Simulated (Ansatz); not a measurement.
Reaction (ligand exchange at the Si–C bond): `O=C(O)C[SiH3]` + `NC[SiH2]S` → `NC[SiH2]S[SiH3]` + acetic acid

Computed with Ansatz on PBE0-D4/def2-TZVP structures; ΔE is electronic, products minus reactants. CBS: MP2 limit from def2 TZ/QZ plus the TZ coupled-cluster correction, frozen cores. DFT in def2-TZVPP. B3LYP here is the variant with VWN-RPA as its local correlation; programs differ in this. One conformer a species, not always the lowest.

Question: Is it downhill or uphill in electronic energy at CCSD(T)/CBS, and by how much? (An estimate is asked.)

Answer: Computed: Downhill: ΔE = -16.8 kcal/mol.

Question: What do these levels give: PBE-D4, ωB97M-V, B3LYP, SCS-MP2/def2-TZVPP, CCSD(T)/def2-TZVPP, HF/CBS(def2)? (Best estimate.)

Answer: The calculation gave: PBE-D4 -18.2, ωB97M-V -16.3, B3LYP -15.9, SCS-MP2/def2-TZVPP -16.4, CCSD(T)/def2-TZVPP -15.9, HF/CBS(def2) -15.3 kcal/mol.

Largest T1 diagnostic among the species: 0.015.

The D4 term adds −1.5 kcal/mol with B3LYP and −0.8 kcal/mol with PBE0; it sums over pairs of atoms, weighted by their polarisabilities, and B3LYP, whose exchange is more repulsive, gets the larger term.
